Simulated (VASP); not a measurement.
## Sr: single point with BLYP

The system is Sr.

```
CELL_PARAMETERS angstrom
-2.40379 2.40379 2.40379
2.40379 -2.40379 2.40379
2.40379 2.40379 -2.40379
ATOMIC_POSITIONS crystal
Sr 0.00000 0.00000 0.00000
```

This isn't the form of Sr at room conditions, which is fcc.

```
Program                : VASP 6.6.1
Task                   : single point
Functional             : BLYP
Potentials or basis    : VASP PAW PBE potentials, release 64 (Sr_sv)
Cutoff                 : 520 eV
k mesh                 : 15 × 15 × 15
Occupations            : fermi-dirac, width 0.1 eV
Spin                   : no spin polarisation
Dipole correction      : no
Further INCAR settings : ALGO = Fast; EDIFF = 1e-07; NBANDS = 11
```

```yaml
Pressure: 0.0 GPa
Band_gap_on_the_k_mesh: none (metal or under the smearing width)
```

Levels at points of the mesh, in eV from the Fermi level:
| k point | band 1 | band 2 | band 3 | band 4 | band 5 | band 6 | band 7 | band 8 | band 9 | band 10 |
| --- | --- | --- | --- | --- | --- | --- | --- | --- | --- | --- |
| (0.00, 0.00, 0.00) | -36.71 | -18.66 | -18.66 | -18.66 | -3.58 | 2.20 | 2.20 | 2.20 | 3.47 | 3.47 |

Wall time 2.8 min on 1 thread of AMD EPYC 7R43 64-Core Processor (Zen 3) (shared host), peak memory 0.19 GiB.

Caveat: the PAW data sets were made with another functional, which shifts forces and pressure a little.
